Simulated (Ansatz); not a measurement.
RbBr: moving Rb off its site

RbBr, Pm-3m, a = 4.126 Å (as given, not relaxed at this level: 0.8 GPa). This isn't the usual stable structure of the compound. Ansatz: PBE, PAW, 420 eV, Γ-centred 6×6×6 mesh on 2 atoms, Gaussian smearing 0.05 eV; no spin polarisation.

```
CELL_PARAMETERS angstrom
4.12608 0.00000 0.00000
0.00000 4.12608 0.00000
0.00000 0.00000 4.12608
ATOMIC_POSITIONS crystal
Rb 0.00000 0.00000 0.00000
Br 0.50000 0.50000 0.50000
```

Atom 1 (Rb) moves by x along the unit vector (0.000, 1.000, 0.000), with its periodic images; all else is held. y is the free energy of the cell over the start, F the force along the path summed over the moved atoms. Symmetry makes y even in x.

| x (Å) | y (meV) | F (eV/Å) |
| --- | --- | --- |
| -0.3000 | ? | ? |
| -0.1500 | 9.17 | 0.12 |
| 0.0000 | 0.00 | 0.00 |
| 0.0375 | 0.57 | -0.03 |
| 0.0750 | 2.29 | -0.06 |
| 0.1125 | 5.15 | -0.09 |
| 0.1875 | 14.35 | -0.15 |
| 0.2250 | 20.71 | -0.19 |
| 0.2625 | 28.25 | -0.22 |

**Question.** Fit y = c2 x² + c4 x⁴ to the energies of the other rows, give the force constant, and predict energy and force of the missing row.

**Answer.** Least squares on the rows shown. y = 406.38 x² + 52.389 x⁴. The force constant is 2 c2 = 0.813 eV/Å² (for all images moving together, not for a lone atom). With two atoms in a cubic cell this is the optical mode at Γ without the LO field: ω = 521.5 √(2 c2/μ) = 73 cm⁻¹ for μ = 41.30 u. The force −dy/dx at the missing row is 0.25 eV/Å (computed 0.25). At x = -0.3000 the fit asked for gives 37.00 meV. The run gave 37.00 meV, the same to the digits shown.